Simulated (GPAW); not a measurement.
## The basis that the transmission of C2 in line between two Co chains needs: GPAW, dzp

GPAW 26.7.0; GPAW LCAO, PAW setups; Landauer transmission from Green's functions with principal layers (ASE), zero bias.

Localised orbitals split the wire into layers that couple to their neighbours alone, which is what the Green's function method needs; double zeta with polarisation is the usual level for numbers.

Contents of run.py:

```python
import json
import numpy as np
from ase import Atoms
from ase.transport.calculators import TransportCalculator
from gpaw import GPAW, FermiDirac
from gpaw.lcao.tools import get_lcao_hamiltonian
from scipy.linalg import eigh

# The junction with lead layers at both ends, along the third cell vector
device = Atoms(
    ['Co', 'Co', 'Co', 'Co', 'Co', 'C', 'C', 'Co', 'Co', 'Co', 'Co', 'Co'],
    positions=[
        [4.50000, 4.50000, 1.07500],
        [4.50000, 4.50000, 3.22500],
        [4.50000, 4.50000, 5.37500],
        [4.50000, 4.50000, 7.52500],
        [4.50000, 4.50000, 9.67500],
        [4.50000, 4.50000, 11.32970],
        [4.50000, 4.50000, 12.56970],
        [4.50000, 4.50000, 14.22440],
        [4.50000, 4.50000, 16.37440],
        [4.50000, 4.50000, 18.52440],
        [4.50000, 4.50000, 20.67440],
        [4.50000, 4.50000, 22.82440]],
    cell=[[9.0, 0.0, 0.0], [0.0, 9.0, 0.0], [0.0, 0.0, 23.8994]],
    pbc=True,
    magmoms=[2.0, 2.0, 2.0, 2.0, 2.0, 0.0, 0.0, 2.0, 2.0, 2.0, 2.0, 2.0])

# One principal layer of the lead: the first 3 atoms of the device
lead = Atoms(
    ['Co', 'Co', 'Co'],
    positions=[
        [4.50000, 4.50000, 1.07500],
        [4.50000, 4.50000, 3.22500],
        [4.50000, 4.50000, 5.37500]],
    cell=[[9.0, 0.0, 0.0], [0.0, 9.0, 0.0], [0.0, 0.0, 6.45]],
    pbc=True,
    magmoms=[2.0, 2.0, 2.0])

settings = dict(mode='lcao', basis='dzp', xc='PBE', h=0.18,
                occupations=FermiDirac(0.1), maxiter=250,
                mixer=dict(beta=0.05, nmaxold=8, weight=100.0),
                convergence=dict(density=0.0001))
energies = np.arange(-2, 2 + 1e-9, 0.05)
eta = 0.0001
n1, n2 = 1, 1
# k and -k transmit alike, so half of the mesh across the current serves
mesh = [(i, j) for i in range(n1) for j in range(n2) if (i, j) <= (-i % n1, -j % n2)]
weights = np.array([1 if (i, j) == (-i % n1, -j % n2) else 2 for i, j in mesh]) / (n1 * n2)

# [... helper functions left out ...]
fermi_lead = ground_state(lead, (1, 1, 18), 'lead.txt')
fermi_device = ground_state(device, (1, 1, 3), 'device.txt')
# [... loop over the mesh left out, but for ...]
        # Shift the lead onto the potential of the device's first layer
        shift = ((H[:, 0, 0] - H0[:, 0, 0]) / S0[0, 0]).real.mean()
# [...]
kT = 8.617333e-5 * 300
bias = [0.1, 0.2, 0.5, 1.0, 1.5, 2.0]
# [... integrals and printing left out ...]
```

Command:

```console
OMP_NUM_THREADS=1 OPENBLAS_NUM_THREADS=1 python run.py
```

**Question.** What does this run give for the conductance; and open channels, zone mean against energy?

Each channel passes at most one electron wave, so a value between whole numbers means that at least one channel is partly reflected. Current over bias at the lowest bias computed gives the conductance there: 85.2 μS, or 1.10 G₀ with G₀ = 2e²/h = 77.5 μS.

This step gave:

```
conductance                                    : 1.100 G₀
largest coupling past the next principal layer : 4.42e-5 eV
largest misfit of the first principal layer    : 0.1158 eV
shift that aligns the lead                     : 0.03458 eV
basis functions of the junction                : 176
basis functions of a principal layer           : 45
transmission at the Fermi level, spin up       : 0.1272
lead channels, spin up                         : 1
transmission at the Fermi level, spin down     : 2.072
lead channels, spin down                       : 6
```

Each spin. Transmission, zone mean against energy, zero at the Fermi level:

| energy (eV) | T, spin up | T, spin down |
| --- | --- | --- |
| -2.00 | 1.84 | 0.0460 |
| -1.85 | 1.75 | 0.0426 |
| -1.70 | 1.61 | 1.89 |
| -1.60 | 1.55 | 2.00 |
| -1.45 | 1.54 | 2.02 |
| -1.30 | 1.49 | 2.04 |
| -1.15 | 1.29 | 2.07 |
| -1.05 | 1.17 | 2.07 |
| -0.90 | 0.838 | 2.02 |
| -0.75 | 0.430 | 1.96 |
| -0.60 | 0.293 | 1.96 |
| -0.50 | 0.240 | 1.99 |
| -0.35 | 0.190 | 2.04 |
| -0.20 | 0.157 | 2.07 |
| -0.05 | 0.134 | 2.07 |
| 0.00 | 0.127 | 2.07 |
| 0.05 | 0.122 | 2.07 |
| 0.20 | 0.108 | 2.07 |
| 0.35 | 0.0976 | 2.08 |
| 0.50 | 0.0892 | 2.13 |
| 0.60 | 0.0846 | 2.17 |
| 0.75 | 0.0788 | 2.21 |
| 0.90 | 0.0743 | 2.22 |
| 1.05 | 0.0706 | 2.18 |
| 1.15 | 0.0686 | 2.12 |
| 1.30 | 0.0660 | 1.97 |
| 1.45 | 0.0640 | 0.326 |
| 1.60 | 0.0623 | 0.0923 |
| 1.70 | 0.0613 | 0.0885 |
| 1.85 | 0.0601 | 0.0833 |
| 2.00 | 0.0590 | 0.0786 |

Crossings of the lead's bands, unfolded to its shortest repeat. Open channels, zone mean against energy, zero at the Fermi level:

| energy (eV) | channels, spin up | channels, spin down |
| --- | --- | --- |
| -2.000 | 6 | 1 |
| -1.800 | 4 | 1 |
| -1.600 | 4 | 3 |
| -1.400 | 4 | 4 |
| -1.200 | 4 | 4 |
| -1.000 | 4 | 4 |
| -0.800 | 1 | 4 |
| -0.600 | 1 | 4 |
| -0.400 | 1 | 4 |
| -0.200 | 1 | 6 |
| 0.000 | 1 | 6 |
| 0.200 | 1 | 6 |
| 0.400 | 1 | 6 |
| 0.600 | 1 | 4 |
| 0.800 | 1 | 4 |
| 1.000 | 1 | 4 |
| 1.200 | 1 | 3 |
| 1.400 | 1 | 3 |
| 1.600 | 1 | 1 |
| 1.800 | 1 | 1 |
| 2.000 | 1 | 1 |

Not self-consistent under bias; the bias window is split evenly. The current through one cell, from the zero-bias transmission by bias:

| bias (V) | current through one cell, from the zero-bias transmission (μA) |
| --- | --- |
| 0.100 | 8.52 |
| 0.200 | 17.0 |
| 0.500 | 42.6 |
| 1.000 | 85.5 |
| 1.500 | 129 |
| 2.000 | 178 |

Table of transmission of the three most open eigenchannels by energy, zero at the Fermi level:

| energy (eV) | channel 1 up | channel 2 up | channel 3 up | channel 1 down | channel 2 down | channel 3 down |
| --- | --- | --- | --- | --- | --- | --- |
| -2.0000 | 0.761 | 0.761 | 0.319 | 0.0460 | 0 | 0 |
| -1.7500 | 0.669 | 0.669 | 0.316 | 0.991 | 0.991 | 0.0401 |
| -1.5000 | 0.548 | 0.548 | 0.445 | 0.998 | 0.998 | 0.0309 |
| -1.2500 | 0.539 | 0.447 | 0.447 | 0.998 | 0.998 | 0.0560 |
| -1.0000 | 0.790 | 0.152 | 0.152 | 0.985 | 0.985 | 0.0878 |
| -0.7500 | 0.430 | 7.0e-10 | 7.0e-10 | 0.921 | 0.921 | 0.121 |
| -0.5000 | 0.240 | 5.4e-12 | 5.4e-12 | 0.907 | 0.907 | 0.178 |
| -0.2500 | 0.166 | 0 | 0 | 0.934 | 0.934 | 0.198 |
| 0.0000 | 0.127 | 0 | 0 | 0.940 | 0.940 | 0.191 |
| 0.2500 | 0.104 | 0 | 0 | 0.933 | 0.933 | 0.202 |
| 0.5000 | 0.0892 | 0 | 0 | 0.950 | 0.950 | 0.229 |
| 0.7500 | 0.0788 | 0 | 0 | 0.983 | 0.983 | 0.243 |
| 1.0000 | 0.0717 | 0 | 0 | 0.994 | 0.994 | 0.208 |
| 1.2500 | 0.0668 | 0 | 0 | 0.988 | 0.988 | 0.111 |
| 1.5000 | 0.0634 | 0 | 0 | 0.0966 | 1.5e-7 | 1.5e-7 |
| 1.7500 | 0.0609 | 0 | 0 | 0.0867 | 0 | 0 |
| 2.0000 | 0.0590 | 0 | 0 | 0.0786 | 0 | 0 |

Site moment by atom:

| atom | site moment (μB) |
| --- | --- |
| Co1 | 2.18 |
| Co2 | 2.17 |
| Co3 | 2.20 |
| Co4 | 2.18 |
| Co5 | 2.03 |
| C6 | 0.06 |
| C7 | 0.06 |
| Co8 | 2.03 |
| Co9 | 2.18 |
| Co10 | 2.20 |
| Co11 | 2.17 |
| Co12 | 2.18 |

[Logs are printed without paths, hosts, clocks, repeated set-up lines and the standing remarks that a program may print on its own settings, such as how far it seeks lower states.]

[Hosts, paths, dates, database ids (printed as entryN), source tags and the programs' standing remarks are cut or masked in the printed files.]
